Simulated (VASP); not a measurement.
Ge: relaxation of cell and atoms with PBE+D3(BJ)

Crystal: Ge.

```xyz
2
Lattice="0.0000 2.8289 2.8289 2.8289 0.0000 2.8289 2.8289 2.8289 0.0000" Properties=species:S:1:pos:R:3 pbc="T T T"
Ge    0.0000    0.0000    0.0000
Ge    1.4145    1.4145    1.4145
```

```
Program                : VASP 6.6.1
Task                   : relaxation of cell and atoms
Functional             : PBE
Dispersion             : D3(BJ)
Potentials or basis    : VASP PAW PBE potentials, release 64 (Ge_d)
Cutoff                 : 600 eV
k mesh                 : 10 × 10 × 10
Occupations            : gaussian, width 0.03 eV
Spin                   : no spin polarisation
Further INCAR settings : ALGO = Normal; EDIFF = 1e-06; IBRION = 2; EDIFFG = -0.01; NSW = 90; ISIF = 3
```

```yaml
Relaxed_volume: 23.14 Å³/atom
Relaxed_cell: a = 4.030 Å, b = 4.030 Å, c = 4.030 Å, α = 60.00°, β = 60.00°, γ = 60.00°
Space_group_after_relaxing_to_0.05_Å: Fd-3m (No. 227)
Energy_gained_by_relaxing: 2.2 meV/atom
Ionic_steps: 4
Pressure_after_relaxing: 0.0 GPa
Band_gap_on_the_k_mesh: none (metal or under the smearing width)
Dispersion_energy_per_atom: -0.291 eV
```

Step by step:
| step | energy change (eV) | largest force (eV/Å) | pressure (GPa) | volume (Å³) |
| --- | --- | --- | --- | --- |
| 1 | 0.0000 | 0.0000 | 1.38 | 45.28 |
| 2 | -0.0041 | 0.0000 | -0.09 | 46.57 |
| 3 | -0.0044 | 0.0000 | -0.18 | 46.41 |
| 4 | -0.0044 | 0.0000 | 0.00 | 46.27 |

Final structure:
```
CELL_PARAMETERS angstrom
0.00000 2.84951 2.84951
2.84951 0.00000 2.84951
2.84951 2.84951 0.00000
ATOMIC_POSITIONS crystal
Ge 0.00000 0.00000 0.00000
Ge 0.25000 0.25000 0.25000
```

Levels at points of the mesh, in eV from the Fermi level:
| k point | band 11 | band 12 | band 13 | band 14 | band 15 | band 16 | band 17 | band 18 |
| --- | --- | --- | --- | --- | --- | --- | --- | --- |
| (0.00, 0.00, 0.00) | -12.62 | -0.17 | -0.01 | -0.01 | -0.01 | 2.54 | 2.54 | 2.54 |
| (0.50, 0.00, 0.00) | -10.58 | -7.51 | -1.38 | -1.38 | 0.11 | 3.73 | 3.73 | 7.11 |
| (0.50, 0.50, 0.00) | -8.81 | -8.81 | -3.01 | -3.01 | 0.77 | 0.77 | 9.33 | 9.33 |

It took 59 s on 1 thread of Intel(R) Xeon(R) Platinum 8559C (Emerald Rapids), with other jobs on the host, peak memory 0.21 GiB.

Caveat: pairwise dispersion overbinds metals, which lowers pressure and volume; this crystal is a semiconductor, whose small gap the functional closes, so the metal is an error of the method. Zero-point motion and thermal expansion aren't in these numbers.
